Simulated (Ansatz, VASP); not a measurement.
## One calculation of As, two programs

INCAR

```
  PREC = Accurate
  ENCUT = 520
  EDIFF = 1E-6
  ISMEAR = 0
  SIGMA = 0.02
  LREAL = False
  LASPH = True
  NELM = 60
  ALGO = Normal
  ISIF = 2
  LWAVE = False
  LCHARG = False
  LDIPOL = True
  IDIPOL = 3
  DIPOL = 0.5 0.5 0.500
  GGA = CA
  NBANDS = 12
```

File KPOINTS:

```
Automatic mesh
0
Gamma
  9 9 1
```

File POSCAR:

```
As
1.0
    3.5200000000      0.0000000000      0.0000000000
   -1.7600000000      3.0484094213      0.0000000000
    0.0000000000      0.0000000000     28.0000000000
As
2
Direct
    0.3333333333      0.6666666667      0.5211428571
    0.6666666667      0.3333333333      0.4788571429
```

Input for Ansatz:

```yaml
crystal:
  lattice:
    - [3.52, 0.0, 0.0]
    - [-1.76, 3.0484094213, 0.0]
    - [0.0, 0.0, 28.0]
  atoms:
    - { symbol: As, position: [0.3333333333, 0.6666666667, 0.5211428571] }
    - { symbol: As, position: [0.6666666667, 0.3333333333, 0.4788571429] }
  periodic: [true, true, false]
basis:
  ecutwfc: 420
kpoints:
  mp_grid: { grid: [9, 9, 1] }
hamiltonian:
  xc: lda
scf:
  occupations: { method: gaussian, width: 0.02 }
output:
  forces: true
  stress: true
  eigenvalues: true
```

Alike in both runs: task single point; functional LDA; k mesh 9 × 9 × 1; occupations gaussian, width 0.02 eV; no spin polarisation.

|  | VASP | Ansatz |
| --- | --- | --- |
| version | VASP 6.6.1 | Ansatz 0.2.0 |
| potentials or method | VASP PAW LDA potentials, release 64 (As) | scalar-relativistic, plane waves, PAW |
| plane-wave cutoff (eV) | 520 | 420 |
| valence electrons in the cell | 10 | 30 |

|  | VASP | Ansatz | Ansatz less VASP |
| --- | --- | --- | --- |
| gap on the k mesh at the Fermi level (eV) | 1.31 | 1.36 | +0.053 |
| least direct gap on the mesh (eV) | 1.59 | 1.64 | +0.051 |
| rms of the force components (eV/Å) | 1.761 | 1.651 | -0.1100 |

Atom by atom the forces differ by 0.110 eV/Å (rms over components). The two sets of potentials don't hold the same shells in valence.
